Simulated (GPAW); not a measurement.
Input of a GPAW 26.7.0 run:

run.py

```python
from ase.dft.bandgap import bandgap
from ase.io import read, write
from gpaw import GPAW, PW
from gpaw.response.df import DielectricFunction

atoms = read('Hf.xyz')

calc = GPAW(mode=PW(450),
            xc='PBE',
            kpts={'size': (9, 9, 8), 'gamma': True},
            occupations={'name': 'fermi-dirac', 'width': 0.05},
            nbands=14,
            convergence={'density': 1e-06},
            maxiter=150,
            txt='gpaw.txt')
atoms.calc = calc
energy = atoms.get_potential_energy()
calc.write('gs.gpw')
write('result.traj', atoms)
print(f'Energy: {energy:.6f} eV')
print('Fermi level:', round(calc.get_fermi_level(), 4), 'eV')
print(f'Gap: {bandgap(calc)[0]:.4f} eV, direct: {bandgap(calc, direct=True)[0]:.4f} eV')

dense = calc.fixed_density(kpts={'size': (13, 13, 12), 'gamma': True},
                           nbands=22, convergence={'bands': 16, 'eigenstates': 1e-7},
                           update_fermi_level=True, txt='dense.txt')
dense.write('dense.gpw', mode='all')

df = DielectricFunction('dense.gpw', frequencies={'type': 'nonlinear', 'domega0': 0.05, 'omega2': 10},
                        eta=0.1, ecut=50, nbands=16, rate='eta', txt='df.txt')
for direction in ['x', 'y', 'z']:
    df.get_dielectric_function(xc='RPA', direction=direction, filename=f'df_{direction}.csv')
```

Contents of Hf.xyz:

```xyz
1
Lattice="0.1208394816 2.3738851877 2.0190449108 2.3516307564 0.1264406320 2.0134437502 2.4819922950 2.4986455759 -0.0039209066" Properties=species:S:1:pos:R:3 pbc="T T T"
Hf     0.0000000000      0.0000000000      0.0000000000
```

Potentials or basis: GPAW PAW data sets (gpaw-data 1.2.1), pw.

Command:

```bash
$ OMP_NUM_THREADS=1 python run.py
```

Problem. Predict the band gap on the k mesh.

Solution. None (metal or under the smearing width).

Dielectric function (mean over the directions given):
```
energy (eV)  real part  imaginary part
       0.41    -140.13          120.21
       1.26     -18.62           24.26
       2.30      -0.95           10.09
       3.30       1.87           11.53
       4.30      -1.08           10.41
       5.31      -3.45            7.88
       6.31      -2.54            4.00
       7.12      -1.22            3.25
       8.16      -0.38            4.15
       9.18      -1.09            3.02
      10.16      -2.08            3.81
      11.20      -1.67            1.63
      12.19      -1.31            1.10
      13.00      -0.94            0.94
      14.10      -0.63            0.61
      15.13      -0.42            0.41
      16.21      -0.16            0.27
      17.36       0.07            0.18
      18.58       0.24            0.16
      19.87       0.39            0.12
```

Caveat: the intraband term hangs on this k mesh; the long-wavelength limit can be off by several per cent where d states take part; independent-particle spectra lack excitons. The run has no spin-orbit coupling, so splittings on Hf are missing.
